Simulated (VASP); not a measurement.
# CdS (Greenockite) (P6_3mc) in VASP: single point with PBE+D4

Aim: the single point of CdS (Greenockite) with PBE+D4.

Program: VASP 6.6.1. These are calculated values, not measurements. Logs are shortened: lines on timing, memory, paths and dates and some standing lists are left out, and cuts for length are marked.

### Step 1. The crystal as given

The structure is hexagonal, space group P6_3mc (No. 186). The conventional cell has a = 4.150 Å, b = 4.150 Å, c = 6.737 Å, α = 90.00°, β = 90.00°, γ = 120.00°. Around Cd (site symmetry 3m) lie 4 S at 2.53 to 2.54 Å. S (site symmetry 3m) is surrounded by 4 Cd at 2.53 to 2.54 Å.

### Step 2. Single point, PBE+D4

INCAR

```
ALGO     = Fast           # electronic algorithm
EDIFF    = 1E-6           # SCF threshold, eV
ENCUT    = 520            # plane-wave cutoff, eV
GGA      = PE             # functional
ISIF     = 2              # what is computed and relaxed
ISMEAR   = 0              # smearing method
IVDW     = 13             # dispersion correction
LASPH    = T              # aspherical terms in the spheres
LCHARG   = F              # write CHGCAR
LREAL    = F              # projectors in reciprocal space
LWAVE    = F              # write WAVECAR
NBANDS   = 26             # bands
NELM     = 100            # most SCF steps
PREC     = Accurate       # precision mode
SIGMA    = 0.01           # smearing width, eV
```

KPOINTS

```
k-points
0
Gamma
  3 3 2
```

POSCAR

```
CdS
1.0
    4.1500000000      0.0000000000      0.0000000000
   -2.0750000000      3.5940054300      0.0000000000
    0.0000000000      0.0000000000      6.7370000000
Cd S
2 2
Direct
    0.3333333333      0.6666666667      0.0000000000
    0.6666666667      0.3333333333      0.5000000000
    0.3333333333      0.6666666667      0.3750000000
    0.6666666667      0.3333333333      0.8750000000
```

Potentials or basis: VASP PAW PBE potentials, release 64 (Cd, S).

On the command line:

```console
$ cat potpaw_PBE.64/Cd/POTCAR potpaw_PBE.64/S/POTCAR > POTCAR
$ mpirun -np 1 vasp_std > vasp.out
```

OUTCAR:

```text
EDIFF = 1E-6
   ENCUT = 520
   GGA = PE
   ISIF = 2
   ISMEAR = 0
   IVDW = 13
   LASPH = T
   LREAL = F
   NELM = 100
   PREC = Accurate

 ion  position               nearest neighbor table
   1  0.333  0.667  0.000-   3 2.53   4 2.54   4 2.54   4 2.54
   2  0.667  0.333  0.500-   4 2.53   3 2.54   3 2.54   3 2.54
   3  0.333  0.667  0.375-   1 2.53   2 2.54   2 2.54   2 2.54
   4  0.667  0.333  0.875-   2 2.53   1 2.54   1 2.54   1 2.54

  LATTYP: Found a hexagonal cell.
 ALAT       =     4.1500000000
 C/A-ratio  =     1.6233734940

  Lattice vectors:

 A1 = (   4.1500000000,   0.0000000000,   0.0000000000)
 A2 = (  -2.0750000000,   3.5940054300,   0.0000000000)
 A3 = (   0.0000000000,   0.0000000000,   6.7370000000)

Analysis of symmetry for initial positions (statically):
=====================================================================
 Subroutine PRICEL returns:
 Original cell was already a primitive cell.

 Routine SETGRP: Setting up the symmetry group for a
 hexagonal supercell.

 Subroutine GETGRP returns: Found 12 space group operations
 (whereof  6 operations were pure point group operations)
 out of a pool of 24 trial point group operations.

The static configuration has the point symmetry C_3v.
 The point group associated with its full space group is C_6v.

Analysis of symmetry for dynamics (positions and initial velocities):
=====================================================================
 Subroutine PRICEL returns:
 Original cell was already a primitive cell.

 Routine SETGRP: Setting up the symmetry group for a
 hexagonal supercell.

 Subroutine GETGRP returns: Found 12 space group operations
 (whereof  6 operations were pure point group operations)
 out of a pool of 24 trial point group operations.

The dynamic configuration has the point symmetry C_3v.
 The point group associated with its full space group is C_6v.

 Subroutine INISYM returns: Found 12 space group operations
 (whereof  6 operations are pure point group operations),
 and found     1 'primitive' translations

----------------------------------------------------------------------------------------

                                     Primitive cell

  volume of cell :     100.4832

  direct lattice vectors                    reciprocal lattice vectors
     4.150000000  0.000000000  0.000000000     0.240963855  0.139120547  0.000000000
    -2.075000000  3.594005430  0.000000000     0.000000000  0.278241093  0.000000000
     0.000000000  0.000000000  6.737000000     0.000000000  0.000000000  0.148434021

  length of vectors
     4.150000000  4.150000004  6.737000000     0.278241094  0.278241093  0.148434021

  position of ions in fractional coordinates (direct lattice)
     0.333333333  0.666666667  0.000000000
     0.666666667  0.333333333  0.500000000
     0.333333333  0.666666667  0.375000000
     0.666666667  0.333333333  0.875000000

  ion indices of the primitive-cell ions
   primitive index   ion index
                 1           1
                 2           2
                 3           3
                 4           4

----------------------------------------------------------------------------------------

 KPOINTS: k-points

Automatic generation of k-mesh.
 Grid dimensions read from file:
 generate k-points for:    3    3    2

 Generating k-lattice:

  Cartesian coordinates                     Fractional coordinates (reciprocal lattice)
     0.080321285  0.046373516  0.000000000     0.333333333 -0.000000000  0.000000000
     0.000000000  0.092747031  0.000000000     0.000000000  0.333333333  0.000000000
     0.000000000  0.000000000  0.074217011     0.000000000  0.000000000  0.500000000

  Length of vectors
     0.092747031  0.092747031  0.074217011

  Shift w.r.t. Gamma in fractional coordinates (k-lattice)
     0.000000000  0.000000000  0.000000000

 Subroutine IBZKPT returns following result:
 ===========================================

 Found      6 irreducible k-points:

 Following reciprocal coordinates:
            Coordinates               Weight
  0.000000  0.000000  0.000000      1.000000
  0.333333  0.000000  0.000000      6.000000
  0.333333  0.333333  0.000000      2.000000
  0.000000  0.000000  0.500000      1.000000
  0.333333  0.000000  0.500000      6.000000
  0.333333  0.333333  0.500000      2.000000
   k-points           NKPTS =      6   k-points in BZ     NKDIM =      6   number of bands    NBANDS=     26
   number of dos      NEDOS =    301   number of ions     NIONS =      4
   total plane-waves  NPLWV =  51200
   dimension x,y,z NGX =    32 NGY =   32 NGZ =   50
   dimension x,y,z NGXF=    64 NGYF=   64 NGZF=  100
   ions per type =               2   2
   NGX,Y,Z   is equivalent  to a cutoff of  12.82, 12.82, 12.34 a.u.
   NGXF,Y,Z  is equivalent  to a cutoff of  25.64, 25.64, 24.68 a.u.
 SYSTEM =  unknown system
   PREC   = accura    normal or accurate (medium, high low for compatibility)
   ISTART =      0    job   : 0-new  1-cont  2-samecut
   ICHARG =      2    charge: 1-file 2-atom 10-const
   ISPIN  =      1    spin polarized calculation?
   LNONCOLLINEAR =      F non collinear calculations
   LSORBIT =      F    spin-orbit coupling
   LASPH  =      T    aspherical Exc in radial PAW
   ENCUT  =  520.0 eV  38.22 Ry    6.18 a.u.   7.72  7.72 12.53*2*pi/ulx,y,z
   NELM   =    100;   NELMIN=  2; NELMDL= -5     # of ELM steps
   EDIFF  = 0.1E-05   stopping-criterion for ELM
   LREAL  =      F    real-space projection
   EDIFFG = 0.1E-04   stopping-criterion for IOM
   NSW    =      0    number of steps for IOM
   IBRION =     -1    ionic relax: 0-MD 1-quasi-New 2-CG
   NFREE  =      0    steps in history (QN), initial steepest desc. (CG)
   ISIF   =      2    stress and relaxation
   ISYM   =      2    0-nonsym 1-usesym 2-fastsym
   POTIM  = 0.5000    time-step for ionic-motion
   TEBEG  =    0.0;   TEEND  =   0.0 temperature during run
   PSTRESS=    0.0 pullay stress
   NELECT =      36.0000    total number of electrons
   NUPDOWN=      -1.0000    fix difference up-down
   EMIN   =  10.00;   EMAX   =-10.00  energy-range for DOS
   EFERMI =   0.00;   METHOD = LEGACY
   ISMEAR =     0;   SIGMA  =   0.01  broadening in eV -4-tet -1-fermi 0-gaus
   EFERMI_NEDOS =   21; number of points for ismear=-14 and -15
   IALGO  =     68    algorithm
   IMIX   =      4    mixing-type and parameters
     AMIX     =   0.40;   BMIX     =  1.00
     AMIX_MAG =   1.60;   BMIX_MAG =  1.00
  volume/ion in A,a.u.               =      25.12       169.52
  Fermi-wavevector in a.u.,A,eV,Ry     =   1.162727  2.197236 18.394190  1.351935
  Thomas-Fermi vector in A             =   2.299285
   LORBIT       =      0    0 simple, 1 ext, 2 COOP (PROOUT), +10 PAW based schemes
   GGA     = PE    functional components
   LHFCALC =     F    Hartree Fock is set to
   AEXX    =    0.0000 exact exchange contribution
   IVDW    =    13    specifies the selected vdW correction
   LEPSILON=     F    determine dielectric tensor
   LRPA    =     F    only Hartree local field effects (RPA)
 non-spin polarized calculation
 RMM-DIIS sequential band-by-band and
 Gauss-broadening in eV      SIGMA  =   0.01
  energy-cutoff  :      520.00
  volume of cell :      100.48
 maximum number of plane-waves:      2731
 NGX is ok and might be reduce to    32
   NGX = 15   NGY = 15   NGZ = 25

 number of electron      35.9999996 magnetization

 Free energy of the ion-electron system (eV)
  ---------------------------------------------------
  ext. energy  EPLUGINS =         0.00000000
  ---------------------------------------------------
  free energy    TOTEN  =       -12.11018113 eV

  energy without entropy =      -12.11018113  energy(sigma->0) =      -12.11018113

 E-fermi :   1.3078     XC(G=0):  -9.0677

 val. band max:        1.2487612993   @ k =   0.0000   0.0000   0.0000
 cond. band min:       2.4264579786   @ k =   0.0000   0.0000   0.0000
 fundamental gap:      1.1776966793
 Fermi energy:         1.3077525555

 k-point     1 :       0.0000    0.0000    0.0000
  band No.  band energies     occupation
      1     -11.0453      2.00000
      2     -10.6192      2.00000
      3      -6.4670      2.00000
      4      -6.4425      2.00000
      5      -6.4425      2.00000
      6      -6.3575      2.00000
[... 18 lines left out ...]
     25       8.8092      0.00000
     26       8.9429      0.00000

 k-point     2 :       0.3333    0.0000    0.0000
  band No.  band energies     occupation
      1     -10.7529      2.00000
      2     -10.5158      2.00000
      3      -6.3786      2.00000
      4      -6.3554      2.00000
      5      -6.2402      2.00000
      6      -6.2020      2.00000
[... 18 lines left out ...]
     25       9.5657      0.00000
     26      10.0518      0.00000

 k-point     3 :       0.3333    0.3333    0.0000
  band No.  band energies     occupation
      1     -10.5373      2.00000
      2     -10.5373      2.00000
      3      -6.3889      2.00000
      4      -6.2225      2.00000
      5      -6.2225      2.00000
      6      -6.1480      2.00000
[... 18 lines left out ...]
     25       9.8875      0.00000
     26       9.8972      0.00000

 k-point     4 :       0.0000    0.0000    0.5000
  band No.  band energies     occupation
      1     -10.8280      2.00000
      2     -10.8280      2.00000
      3      -6.4068      2.00000
      4      -6.4068      2.00000
      5      -6.4068      2.00000
      6      -6.4068      2.00000
[... 18 lines left out ...]
     25       8.0478      0.00000
     26       8.0478      0.00000

 k-point     5 :       0.3333    0.0000    0.5000
  band No.  band energies     occupation
      1     -10.6249      2.00000
      2     -10.6249      2.00000
      3      -6.3335      2.00000
      4      -6.3335      2.00000
      5      -6.2775      2.00000
      6      -6.2775      2.00000
[... 18 lines left out ...]
     25       9.3652      0.00000
     26       9.3652      0.00000

 k-point     6 :       0.3333    0.3333    0.5000
  band No.  band energies     occupation
      1     -10.5262      2.00000
      2     -10.5262      2.00000
      3      -6.2777      2.00000
      4      -6.2777      2.00000
      5      -6.2535      2.00000
      6      -6.2535      2.00000
[... 18 lines left out ...]
     25      10.5735      0.00000
     26      10.6046      0.00000

------------------------ aborting loop because EDIFF is reached ----------------------------------------

  DFT-D4 for vdW energy calculation

  Edisp (eV):   -1.23768

  FORCE on cell =-STRESS in cart. coord.  units (eV):
  Direction    XX          YY          ZZ          XY          YZ          ZX
  --------------------------------------------------------------------------------------
  -------------------------------------------------------------------------------------
  Total       0.40525     0.40525     0.27965     0.00000    -0.00000     0.00000
  in kB       6.46162     6.46162     4.45893     0.00000    -0.00000     0.00000
  external pressure =        5.79 kB  Pullay stress =        0.00 kB

 VOLUME and BASIS-vectors are now :
 -----------------------------------------------------------------------------
  energy-cutoff  :      520.00
  volume of cell :      100.48
      direct lattice vectors                 reciprocal lattice vectors
     4.150000000  0.000000000  0.000000000     0.240963855  0.139120547  0.000000000
    -2.075000000  3.594005430  0.000000000     0.000000000  0.278241093  0.000000000
     0.000000000  0.000000000  6.737000000     0.000000000  0.000000000  0.148434021

 POSITION                                       TOTAL-FORCE (eV/Angst)
 -----------------------------------------------------------------------------------
     -0.00000      2.39600      0.00000        -0.000000     -0.000000     -0.015714
      2.07500      1.19800      3.36850         0.000000      0.000000     -0.015714
     -0.00000      2.39600      2.52637        -0.000000      0.000000      0.015714
      2.07500      1.19800      5.89487         0.000000     -0.000000      0.015714
 -----------------------------------------------------------------------------------
    total drift:                               -0.000000     -0.000000     -0.000940

  FREE ENERGIE OF THE ION-ELECTRON SYSTEM (eV)
  ---------------------------------------------------
  free  energy   TOTEN  =       -13.3478575354 eV

  energy  without entropy=      -13.3478575354  energy(sigma->0) =      -13.34785754
```

It took 14 s on 1 thread of Intel Xeon Platinum 8488C (Sapphire Rapids), shared host; peak memory 0.21 GiB.

Results:

- Free energy: -13.3479 eV
- Pressure: 0.6 GPa
- Largest force: 0.016 eV/Å
- Band gap on the k mesh: 1.18 eV, direct
- Dispersion energy per atom: -0.309 eV

Forces on the atoms (eV/Å):
```
Cd   0.000  0.000 -0.016
Cd   0.000  0.000 -0.016
S    0.000  0.000  0.016
S    0.000  0.000  0.016
```

Stress tensor (GPa, compression positive):
```
0.65 0.00 0.00
0.00 0.65 0.00
0.00 0.00 0.45
```

Levels at points of the mesh, in eV from the valence-band top:
| k point | band 15 | band 16 | band 17 | band 18 | band 19 | band 20 | band 21 | band 22 |
| --- | --- | --- | --- | --- | --- | --- | --- | --- |
| (0.00, 0.00, 0.00) | -0.76 | -0.05 | 0.00 | 0.00 | 1.18 | 2.76 | 6.44 | 6.44 |
| (0.00, 0.00, 0.50) | -0.39 | -0.39 | -0.39 | -0.39 | 2.82 | 2.82 | 6.18 | 6.18 |

Caveat: the k mesh is coarse (spacing up to 0.58 Å⁻¹), so the values aren't converged. PBE gaps usually lie below the measured ones, often by a third to a half.
